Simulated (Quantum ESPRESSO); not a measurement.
AlN:

```
CELL_PARAMETERS angstrom
0.00000 2.03452 2.03452
2.03452 0.00000 2.03452
2.03452 2.03452 0.00000
ATOMIC_POSITIONS crystal
Al 0.50000 0.50000 0.50000
N 0.00000 0.00000 0.00000
```

Measurements of this composition are mostly on another form, of space group No. 186.

Base run:

```yaml
Program: Quantum ESPRESSO 7.5
Functional: PBE
Potentials_or_basis: SG15 PBE 1.2
Cutoff: 1197 eV
Density_cutoff: 4789 eV
k_mesh: 8 × 8 × 8
Occupations: fermi-dirac, width 0.05 eV
Spin: no spin polarisation
```

Its results: band gap on the k mesh 4.49 eV, indirect (least direct gap 5.45 eV); pressure -0.4 GPa.

Question: The run is repeated on the same cell with these changes: functional from PBE to r2SCAN. What comes out?

Answer: Band gap on the k mesh 5.26 eV, indirect (least direct gap 6.02 eV); pressure -5.3 GPa.

r2SCAN gives the wider gap, since meta-GGAs in the generalised Kohn-Sham scheme recover part of the derivative discontinuity.

Caveats: the potentials were made for another functional, which shifts forces and pressure (some runs).
